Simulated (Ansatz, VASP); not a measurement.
## One calculation of S, two programs

```
S
1.0
     1.63850    0.94599    0.86133
    -1.63850    0.94599    0.86133
     0.00000   -1.89198    0.86133
S
1
Direct
  0.00000 0.00000 0.00000
```

This isn't the form of S at room conditions, which is orthorhombic, of S8 rings.

Alike in both runs: task single point; functional r2SCAN; dispersion D3(BJ); k mesh 11 × 11 × 11; occupations fermi-dirac, width 0.05 eV; no spin polarisation.

|  | VASP | Ansatz |
| --- | --- | --- |
| version | VASP 6.6.1 | Ansatz 0.2.0 |
| potentials or method | VASP PAW PBE potentials, release 64 (S) | plane waves, PAW |
| plane-wave cutoff (eV) | 520 | 530 |
| valence electrons in the cell | 6 | 6 |

Ansatz gave:

```
dispersion energy (meV/atom) : -363.7
```

**Question.** Which values does VASP return?

**Answer.** Dispersion energy (meV/atom): -363.5.

Ansatz warned: «dispersion_damping_borrowed».
